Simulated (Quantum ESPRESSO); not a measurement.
**PbS (Galena): zone-centre phonons under several settings**

```
CELL_PARAMETERS angstrom
0.00000 2.96575 2.96575
2.96575 0.00000 2.96575
2.96575 2.96575 0.00000
ATOMIC_POSITIONS crystal
Pb 0.00000 0.00000 0.00000
S 0.50000 0.50000 0.50000
```

All runs used Quantum ESPRESSO 7.5; relaxed cell; no spin polarisation; cutoff 762 eV; occupations smeared at first, fixed for the response.

```tsv
level	potentials	k mesh (s: shifted)	volume (Å³/atom)	lowest optical mode without the field (cm⁻¹)	sum of the Born charges (e)
PBE	SG15 PBE 1.2	8 × 8 × 8s	27.11	52	0.00
PBEsol	PseudoDojo 0.4.1 SR PBEsol standard	8 × 8 × 8s	?	?	?
PBEsol	PseudoDojo 0.4.1 SR PBEsol standard	4 × 4 × 4s	25.66	86	0.47
LDA	PseudoDojo 0.4.1 SR LDA standard	8 × 8 × 8s	24.97	83	0.01
vdW-DF-cx	PseudoDojo 0.4.1 SR PBE standard	8 × 8 × 8s	26.01	82	0.01
```

**Question.** What stands in the row left open?

**Answer.** Volume 25.73 Å³/atom; lowest optical mode without the field 77 cm⁻¹; sum of the Born charges 0.01 e.

Caveats: the potentials were made for another functional, which shifts forces and pressure (some runs).

